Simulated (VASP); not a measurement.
TlBr, 2 atoms in the cell. It takes space group Pm-3m (No. 221, cubic). Conventional cell: a = 3.970 Å, b = 3.970 Å, c = 3.970 Å, α = 90.00°, β = 90.00°, γ = 90.00°. Tl (site symmetry m-3m) has 8 Br at 3.44 Å as nearest neighbours. Around Br (site symmetry m-3m) lie 8 Tl at 3.44 Å. 

* Program: VASP 6.6.1
* Task: single point
* Functional: PBE
* Dispersion: D3(BJ)
* Potentials or basis: VASP PAW PBE potentials, release 64 (Tl_d, Br)
* Cutoff: 520 eV
* k mesh: 4 × 4 × 4
* Occupations: gaussian, width 0.1 eV
* Spin: no spin polarisation
* Dipole correction: no
* Further INCAR settings: ALGO = Normal; EDIFF = 1e-06; NBANDS = 17

Potentials or basis: VASP PAW PBE potentials, release 64 (Tl_d, Br).

Launch:

```sh
$ cat potpaw_PBE.64/Tl_d/POTCAR potpaw_PBE.64/Br/POTCAR > POTCAR
$ mpirun -np 1 vasp_std > vasp.out
```

Hardware: 1 thread of Intel(R) Xeon(R) Platinum 8488C (Sapphire Rapids), on a shared host.

Question: How long does it take, and how much memory?

Answer: Run time: 9.1 s on 1 thread of Intel(R) Xeon(R) Platinum 8488C (Sapphire Rapids) (shared host), peak memory 0.17 GiB. Counts: scf iterations 12, k points 10.
